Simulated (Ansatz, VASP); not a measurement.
# Si11BHO24 (B-H pair in alpha-quartz): VASP beside Ansatz

Wanted: the spread between two codes on one cell, functional and k mesh. The cell is taken from a series of runs on this material, whose earlier steps may have relaxed, scaled, displaced or heated it; both programs get it as it stands.

Method: plane waves, with VASP 6.6.1 beside it; single point at HSE06, in Ansatz 0.2.0.

## 1. Starting point

The cell holds 37 atoms: 11 Si, 24 O, 1 B and 1 H. Its edges and angles: a = 7.452 Å, b = 7.452 Å, c = 10.037 Å, α = 70.3°, β = 70.3°, γ = 71.4°. It derives from SiO2 (SiO2 (P3_221)). Nearest the centre at fractional (0.451, 0.491, 0.504): B36 at 1.18 Å, O12 at 1.30 Å, H37 at 1.40 Å, O35 at 1.75 Å, O19 at 1.84 Å, O28 at 1.85 Å, Si1 at 2.81 Å, Si8 at 3.04 Å.

## 2. Ansatz: single point, HSE06

Ansatz runs on its default PAW (the set named soft_2) files.

With cell and atoms fixed, the geometry can't cause a difference; cores, projectors, grids and the points listed under the comparison can.

input.yaml

```yaml
crystal:
  lattice:
    - [-2.50916922, 4.34600857, 5.50897409]
    - [5.01833844, 0.0, 5.50897409]
    - [5.01833844, 8.69201714, 0.0]
  atoms:
    - { symbol: Si, position: [0.079878246, 0.578030797, 0.454158666] }
    - { symbol: Si, position: [0.59111398, 0.073638567, 0.200491929] }
    - { symbol: Si, position: [0.412904012, 0.932305559, 0.025029918] }
    - { symbol: Si, position: [0.910394624, 0.423888354, 0.289072574] }
    - { symbol: Si, position: [0.004097364, 0.002801244, 0.249403223] }
    - { symbol: Si, position: [0.488738062, 0.495889479, 0.008623295] }
    - { symbol: O, position: [0.290876968, 0.476808278, 0.48855571] }
    - { symbol: O, position: [0.817992843, 0.99931606, 0.203842727] }
    - { symbol: O, position: [0.454393163, 0.005773994, 0.362259634] }
    - { symbol: O, position: [0.927072754, 0.531120836, 0.117395287] }
    - { symbol: O, position: [0.451265494, 0.699026067, 0.048654359] }
    - { symbol: O, position: [0.951084978, 0.191467142, 0.311801353] }
    - { symbol: O, position: [0.188205614, 0.013925121, 0.106756256] }
    - { symbol: O, position: [0.698378018, 0.509398719, 0.386545355] }
    - { symbol: O, position: [0.067807585, 0.46986496, 0.343588067] }
    - { symbol: O, position: [0.559489706, 0.975905024, 0.091403402] }
    - { symbol: O, position: [0.055954979, 0.808829571, 0.376628282] }
    - { symbol: O, position: [0.535617875, 0.310464824, 0.143244267] }
    - { symbol: Si, position: [0.075890802, 0.580009262, 0.956900987] }
    - { symbol: Si, position: [0.604285046, 0.09166528, 0.692984686] }
    - { symbol: Si, position: [0.432089835, 0.908451553, 0.534912577] }
    - { symbol: Si, position: [0.898964187, 0.42855332, 0.7811262] }
    - { symbol: Si, position: [0.01295076, -0.005452058, 0.752431015] }
    - { symbol: B, position: [0.591271004, 0.502445463, 0.527657856] }
    - { symbol: O, position: [0.298284009, 0.487553706, 0.970274891] }
    - { symbol: O, position: [0.825633228, 0.993234104, 0.707048897] }
    - { symbol: O, position: [0.451888157, 0.044330551, 0.852649735] }
    - { symbol: O, position: [0.916115722, 0.545307886, 0.610234746] }
    - { symbol: O, position: [0.496389171, 0.671767804, 0.570651373] }
    - { symbol: O, position: [0.975253152, 0.196922235, 0.793534827] }
    - { symbol: O, position: [0.204395685, -0.029955872, 0.618442322] }
    - { symbol: O, position: [0.673378413, 0.482906927, 0.867716019] }
    - { symbol: O, position: [0.036388592, 0.489556238, 0.846118047] }
    - { symbol: O, position: [0.562268734, 0.994227855, 0.588620653] }
    - { symbol: O, position: [0.043490895, 0.814510385, 0.893779716] }
    - { symbol: O, position: [0.578301493, 0.327047256, 0.631885421] }
    - { symbol: H, position: [0.288020328, 0.436941308, 0.612326757] }
basis:
  ecutwfc: 420
  xc_grid: 2
hamiltonian:
  xc: hse06
kpoints:
  mp_grid: { grid: [1, 1, 1] }
scf:
  occupations: { method: fermi_dirac, width: 0.01 }
  max_iter: 120
output:
  forces: true
checkpoint:
  read: "../relax.run"
```

The run is started by

```
$ ansatz run input.yaml --threads 2 --pin off --max-ram 3768MiB --backend cpu --events-out ev --progress --plain --runs-dir out
```

Numbers of over 12 decimals in the logs are rounded to 6 here.

The program printed:

```text
Warning: checkpoint.read: the run can stay near the saved state's solution: 2 site(s) moved relative to the saved geometry (max |Δs| = 2.097e-2 fractional); the SCF starts from the saved state under `checkpoint.density_extrapolation: transplant`, in force with no word given; its orbitals are not used off its sites. A run without `checkpoint.read` takes nothing of the state. A lower free energy from it at the same positions (and U, V and field ramp, if any) shows a solution that this start missed, and an equal or higher one rules none out (checkpoint.read, Limitations, in the input reference)
exact exchange: scf.exx.singularity resolves to wigner_seitz, which cuts the screened interaction at the faces of the exchange supercell's Wigner-Seitz cell, so that each pair interacts once, at the shortest of its separations (the periodic images that this leaves out come, for a point-like exchange hole, to about 0.070 eV on a filled level). The cut falls within the interaction's reach, and what an exchange supercel [...]
Engine: ansatz 0.2.0, x86_64-unknown-linux-gnu
Pseudopotentials: kind: paw
Pseudopotential: Si, paw, valence charge 4, recommended cutoff 420 eV (normal), Si.paw.azcp
Pseudopotential: O, paw, valence charge 6, recommended cutoff 420 eV (normal), O.paw.azcp
Pseudopotential: B, paw, valence charge 3, recommended cutoff 420 eV (normal), B.paw.azcp
Pseudopotential: H, paw, valence charge 1, recommended cutoff 420 eV (normal), H.paw.azcp
Functional definition: HSE06
  parameter a = 0.25
  parameter omega = 0.11/bohr
  exchange = pbe_x - a*pbe_x_sr(omega) + a*exact_x_sr(omega)
  correlation = pbe_c
Crystal: 37 atoms, lattice volume = 480.597 Å³
Basis set: ecut = 420 eV, 9403 PW (Γ), exchange–correlation on 100×100×144 points (8 copies of the dense FFT grid, shifted against one another)
Bands: 133, of which v1, the nominal top of the filled ones, is band 96 counted from 1 (95 counted from 0)
Symmetry: 1 space group operations
Space group: P1 (ITA 1), of the structure as read, at distance tolerance 7.8e-5 Å
k-points: 1
Non-local potential: Si, projectors of the file, l = 0: 2, l = 1: 2, l = 2: 2
Non-local potential: O, projectors of the file, l = 0: 2, l = 1: 2, l = 2: 1
Non-local potential: B, projectors of the file, l = 0: 2, l = 1: 2, l = 2: 1
Non-local potential: H, projectors of the file, l = 0: 2, l = 1: 1
PAW form: soft (Blöchl's): semilocal exchange-correlation on the pseudo side does not see the compensation charge
PAW frozen core: Si, regenerated for the run's functional, and the local potential with it (the file was generated under x = pbe(κ = 0.804, μ = 0.219515), c = pbe(β = 0.066725))
PAW frozen core: O, regenerated for the run's functional, and the local potential with it (the file was generated under x = pbe(κ = 0.804, μ = 0.219515), c = pbe(β = 0.066725))
PAW frozen core: B, regenerated for the run's functional, and the local potential with it (the file was generated under x = pbe(κ = 0.804, μ = 0.219515), c = pbe(β = 0.066725))
PAW one-centre angular grid: Si, 110 points (default); XC on 64 Gauss nodes
PAW one-centre angular grid: O, 110 points (default); XC on 96 Gauss nodes
PAW one-centre angular grid: B, 110 points (default); XC on 64 Gauss nodes
PAW one-centre angular grid: H, 110 points (default); XC on 64 Gauss nodes
Initial density: read from a saved state, or passed on in memory by an earlier SCF of this step, an earlier step, the calling program or the single point that the run made first, carried with its atoms to this geometry
Initial wavefunctions: pseudopotential atomic-orbital guess
Functional: x = pbe(κ = 0.804, μ = 0.219515), c = pbe(β = 0.066725), warm-up for x = pbe(κ = 0.804, μ = 0.219515) + 0.25 (exact − pbe) at short range (hse, ω = 0.207870 Å⁻¹), c = pbe(β = 0.066725); HSE06 as pw.x's `hse` composes it (authors' and Libxc's form: `xc: wpbeh`)
iter 1 solved again at ethr=2.49e-4 eV; its pass at ethr=1.00e-1 eV (dr2=4.78e-1 eV) is discarded
[...]
SCF iter   2: F=—  HF=-20822.204752 eV  |F-HF|=—  |Δ(HF+E_count)|=   9.04e-2  Δρ=6.69e-3  dr2=1.11e-1  ethr=2.39e-4  ⟨swp⟩=5.0  Hψ=352  notcnv=0
SCF iter   3: F=—  HF=-20822.182393 eV  |F-HF|=—  |Δ(HF+E_count)|=   2.24e-2  Δρ=3.06e-3  dr2=2.23e-2  ethr=5.78e-5  ⟨swp⟩=5.0  Hψ=347  notcnv=0
SCF iter   4: F=—  HF=-20822.180296 eV  |F-HF|=—  |Δ(HF+E_count)|=   2.10e-3  Δρ=1.23e-3  dr2=5.38e-3  ethr=1.16e-5  ⟨swp⟩=5.0  Hψ=308  notcnv=0  defer=1
iter 5 solved again at ethr=1.82e-7 eV; its pass at ethr=2.80e-6 eV (dr2=3.49e-4 eV) is discarded
SCF iter   5: F=-20822.179305 eV  HF=-20822.179361 eV  |F-HF|=5.57e-5  |Δ(HF+E_count)|=   9.35e-4  Δρ=3.25e-4  dr2=3.08e-4  ethr=1.82e-7  ⟨swp⟩=4.0  Hψ=540  notcnv=0  defer=1
eigensolver tolerance schedule: the retry pair's looser diagonalisation over-reported the residual by 0.13 of it (diagonalisation noise at 0.14 of the residual, at the tolerance the schedule requests for it); recorded, not acted on — ethr = c·dr2/N_el stays at c = 1.0e-1
SCF 1 stopped early in 5 iterations: F = -20822.179305 eV  dr2 = 3.08e-4
  greatest PAW one-centre occupation: 0.863 electrons in one spin orbital (limit 2), on the O atom at site 6 (counted from 0), in its partial waves of l = 0
Initial density: handed on by an earlier stage of this run
Initial wavefunctions: those handed on with the density
[...]
preconditioner: auto → none  [insulator: Δε(μ)=7.429 eV  Ē_g=19.258 eV  σ=0.010 eV  W_gap=1.00  n_scr=102 (ndim 8)  ℏωp=23.5 eV  f_vac=0.167  D(μ)=0.00/eV (n_scr^D=0)]
SCF iter   2: F=—  HF=-20825.819372 eV  |F-HF|=—  |Δ(HF+E_count)|=   5.64e-2  Δρ=2.64e-3  dr2=2.31e-2  ethr=1.61e-6  ⟨swp⟩=5.0  Hψ=517  notcnv=0
SCF iter   3: F=—  HF=-20825.876564 eV  |F-HF|=—  |Δ(HF+E_count)|=   5.72e-2  Δρ=1.34e-3  dr2=5.51e-3  ethr=1.61e-6  ⟨swp⟩=6.0  Hψ=488  notcnv=0
SCF iter   4: F=—  HF=-20825.875170 eV  |F-HF|=—  |Δ(HF+E_count)|=   1.39e-3  Δρ=4.85e-4  dr2=5.78e-4  ethr=1.61e-6  ⟨swp⟩=3.0  Hψ=320  notcnv=0
SCF iter   5: F=—  HF=-20825.876305 eV  |F-HF|=—  |Δ(HF+E_count)|=   1.14e-3  Δρ=3.11e-4  dr2=4.02e-4  ethr=2.20e-7  ⟨swp⟩=6.0  Hψ=367  notcnv=0
SCF iter   6: F=-20825.876186 eV  HF=-20825.876195 eV  |F-HF|=9.01e-6  |Δ(HF+E_count)|=   1.10e-4  Δρ=5.14e-5  dr2=1.04e-5  ethr=2.01e-7  ⟨swp⟩=4.0  Hψ=271  notcnv=0
SCF 2 stopped early in 6 iterations: F = -20825.876186 eV  dr2 = 1.04e-5
  Residual-converged pass: ⟨swp⟩=4.0  Hψ=421  notcnv=0  max |occ|·‖R‖ = 5.9e-6 eV (tolerance 6.7e-6 eV)  dr2=1.17e-5  dr2_onsite=5.84e-7  max |Δocc| = 0.0e0
  greatest PAW one-centre occupation: 0.866 electrons in one spin orbital (limit 2), on the O atom at site 14 (counted from 0), in its partial waves of l = 0
hybrid outer 1: dexx = +6.675e-2 eV, tail = 7.99e-5 eV
Exchange kernel: α = 0.2500, screened, ω = 0.2079 Å⁻¹, Wigner–Seitz truncation, v(0) = 764.3003 eV·Å³, q-mesh 1×1×1, nearest image of the exchange supercell L = 7.45 Å, pair-density grid 36×36×45, without the augmentation charges, whose exchange is taken in its separable form (sized by the pseudopotential files, 48×48×64 at the most)
Frozen-core exchange: fock
SCF iter   1: F=—  HF=-20825.875349 eV  |F-HF|=—  |Δ(HF+E_count)|=         —  Δρ=3.79e-5  dr2=4.74e-6  ethr=2.08e-7  ⟨swp⟩=9.0  Hψ=378  notcnv=0
preconditioner: auto → none  [insulator: Δε(μ)=7.415 eV  Ē_g=19.236 eV  σ=0.010 eV  W_gap=1.00  n_scr=102 (ndim 8)  ℏωp=23.5 eV  f_vac=0.177  D(μ)=0.00/eV (n_scr^D=0)]
SCF iter   2: F=—  HF=-20825.875348 eV  |F-HF|=—  |Δ(HF+E_count)|=   9.21e-7  Δρ=1.03e-5  dr2=3.04e-7  ethr=2.07e-9  ⟨swp⟩=3.0  Hψ=299  notcnv=0
SCF iter   3: F=—  HF=-20825.875349 eV  |F-HF|=—  |Δ(HF+E_count)|=   1.25e-6  Δρ=9.36e-6  dr2=2.54e-7  ethr=8.18e-11  ⟨swp⟩=8.0  Hψ=448  notcnv=0
SCF iter   4: F=-20825.875349 eV  HF=-20825.875349 eV  |F-HF|=6.27e-9  |Δ(HF+E_count)|=   5.82e-8  Δρ=2.06e-6  dr2=1.25e-8  ethr=8.18e-11  ⟨swp⟩=4.0  Hψ=318  notcnv=0
SCF 3 converged in 4 iterations: F = -20825.875349 eV  dr2 = 1.25e-8
  Residual-converged pass: ⟨swp⟩=3.0  Hψ=305  notcnv=0  max |occ|·‖R‖ = 1.3e-6 eV (tolerance 1.9e-6 eV)  dr2=1.27e-8  dr2_onsite=6.38e-10  max |Δocc| = 0.0e0
hybrid outer 2: dexx = +1.215e-6 eV, tail = 3.57e-8 eV, Δε = 1.03e-3 eV (about 2.32e-5 eV left of the loop's levels), ΔF = 2.99e-3 eV/Å (tail 4.07e-4)
hybrid SCF converged: 2 outer / 10 inner (+5 warm-up), last move |dexx| = 1.22e-6 eV, tail = 3.57e-8 eV
Stability not checked: this state was not tested for a lower state beside it, because the functional holds exact exchange (a hybrid, or Hartree-Fock), whose exchange loop this test does not read (fock_operator; see scf.lower_state_search)
Free energy (F): -20825.875349 eV
Frozen-core exchange: fock
Harris-Foulkes:  -20825.875349 eV  (|F-HF|=6.27e-9)
Internal energy: -20825.875349 eV  (E = F + TS)
E sigma→0 (E₀):  -20825.875349 eV
Fermi energy:    4.244676 eV
--- Per-component energies (eV) ---
  E_band       = -1306.053186
  E_kinetic    = 4865.077277
  E_local      = -12543.095459  (includes V_loc(G=0)·N_el)
  E_nonlocal   = 1397.442436
  E_hartree    = 4552.147933
  E_xc         = -1956.152920
  E_vxc        = -2267.603219  (∫ρ·V_xc dr)
  E_exx        = -553.072885  (= α·E_x^exact, valence–valence)
  E_paw        = -9470.554555  (= ΣΔE_a)
  E_vpaw       = -756.093592  (= ΣTr[D̂ρ^β])
  E_aug_tail   = 0.061171  (compensation charges beyond the density's cutoff)
  E_ewald      = -7116.425673
  E_core_change = -1.302673  (= ΣΔE_core)
  E_smearing   = -0.000000  (= −TS)
  E_closure    = -0.000002  (closes the sum)
  Σ components = -20825.875349   (vs F -20825.875349, Δ=3.64e-12)
--- Forces (eV/Å), atoms counted from 1 ---
  atom   1  Si     0.07347003     0.15635491    -0.02874468
  atom   2  Si     0.01057089     0.02330096    -0.00358061
  atom   3  Si     0.02258632     0.04124361    -0.02973633
  atom   4  Si     0.00405753     0.05587604     0.02596543
  atom   5  Si    -0.00613069     0.05543413    -0.03833074
  atom   6  Si     0.01159866     0.04061608     0.00057982
  atom   7  O      1.70256325     5.13019612    -0.91521304
  atom   8  O      0.00214902    -0.02130793    -0.00244134
  atom   9  O     -0.00636927     0.00552848    -0.00019971
  atom  10  O     -0.02347109    -0.04303946     0.01421425
  atom  11  O     -0.00640451    -0.01392574     0.00687747
  atom  12  O      0.00437091    -0.01177743     0.00237268
  atom  13  O     -0.01666154    -0.01618097     0.02278518
  atom  14  O      0.01309199     0.03455954    -0.01800874
  atom  15  O     -0.02091966    -0.10149584    -0.06140695
  atom  16  O     -0.00903534    -0.01672972    -0.00024180
  atom  17  O      0.06417924    -0.08841792     0.03871310
  atom  18  O     -0.00222427    -0.01889392     0.00774243
  atom  19  Si     0.07499358     0.07308863     0.01443703
  atom  20  Si    -0.11309336     0.02522385    -0.06105269
  atom  21  Si     0.00611828    -0.04085468     0.00891311
  atom  22  Si    -0.02518105    -0.15420833    -0.02287243
  atom  23  Si    -0.02163371    -0.01505198     0.02609772
  atom  24  B      0.01267510    -0.17286808     0.06926749
[...]
atom  30  O      0.00955290     0.02339720     0.00205900
  atom  31  O      0.01036095     0.01500764    -0.01447723
  atom  32  O      0.00021993     0.00952389     0.00208190
  atom  33  O     -0.06934655     0.00468328     0.03780561
  atom  34  O      0.01908824     0.02690033     0.01564063
  atom  35  O     -0.01267312     0.00063551    -0.01240349
  atom  36  O      0.08455600     0.04228858    -0.07317544
  atom  37  H     -1.89260445    -5.03087568     1.09358052
  max |Σ_I F_I| component: 9.94e-5 eV/Å
--- Band table (eV) ---
  k-point 0: bands = [... 92 lower, 0.3082, 0.3424, 0.4523, 0.5373, 7.9521]
  guard bands above this table: 36 of the run's 133 bands. The solve was not asked for them (output.publish_guard_bands: true or output.eigenvalues: true publishes all)
```

(Part 1 of 2 ends here.)

[Lines on the potential files, build, host, timing and source positions are cut from VASP's logs without a mark.]

[Logs are printed without paths, hosts, clocks, repeated set-up lines and the standing remarks that a program may print on its own settings, such as how far it seeks lower states.]

[Hosts, paths, dates, database ids (printed as entryN), source tags and the programs' standing remarks are cut or masked in the printed files.]
